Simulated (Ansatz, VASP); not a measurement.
Two plane-wave programs on Mg

```
CELL_PARAMETERS angstrom
0.00000 3.47902 3.47902
3.47902 0.00000 3.47902
3.47902 3.47902 0.00000
ATOMIC_POSITIONS crystal
Mg 0.25000 0.25000 0.25000
Mg 0.50000 0.50000 0.50000
Mg 0.75000 0.75000 0.75000
```

Alike in both runs: functional PBE; k mesh 4 × 4 × 4; occupations gaussian, width 0.1 eV; no spin polarisation.

Ansatz relaxed the structure, and its values are those at the end. VASP's run is a single point on that final structure, the one shown.

|  | VASP | Ansatz |
| --- | --- | --- |
| version | VASP 6.6.1 | Ansatz 0.2.0 |
| potentials or method | VASP PAW PBE potentials, release 64 (Mg) | scalar-relativistic, plane waves, PAW |
| plane-wave cutoff (eV) | 520 | 420 |
| valence electrons in the cell | 6 | 30 |

VASP gave:

| Property | Result |
| --- | --- |
| gap on the k mesh at the Fermi level (eV) | none |
| pressure (GPa) | 0.1 |

Problem. Which values does Ansatz return?

Solution. gap on the k mesh at the Fermi level (eV): none; pressure (GPa): 0.2.

A gap of «none» marks a metal or a gap that the smearing closes. The two sets of potentials don't hold the same shells in valence.

Caveats: the k mesh is coarse (spacing up to 0.39 Å⁻¹), so the values aren't converged.
